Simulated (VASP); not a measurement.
Crystal: C.

```xyz
2
Lattice="0.0000 1.7775 1.7775 1.7775 0.0000 1.7775 1.7775 1.7775 0.0000" Properties=species:S:1:pos:R:3 pbc="T T T"
C     0.0000    0.0000    0.0000
C     0.8887    0.8887    0.8887
```

This isn't the form of C at room conditions, which is graphite.

Program: VASP 6.6.1. Alike in all runs: task band structure; no spin polarisation; cell as given; k mesh 14 × 14 × 14; cutoff (eV) 520; smearing gaussian 0.03 eV.

Q: Order these runs on this cell by their pressure, lowest first.
A. level PBE; potentials or basis VASP PAW PBE potentials, release 64 (C)
B. level LDA; potentials or basis VASP PAW LDA potentials, release 64 (C)
C. level r2SCAN; potentials or basis VASP PAW PBE potentials, release 64 (C)

A: B (-7.3 GPa), C (3.2 GPa), A (7.0 GPa).

Caveats: the PAW data sets were made with another functional, which shifts forces and pressure a little (some runs).
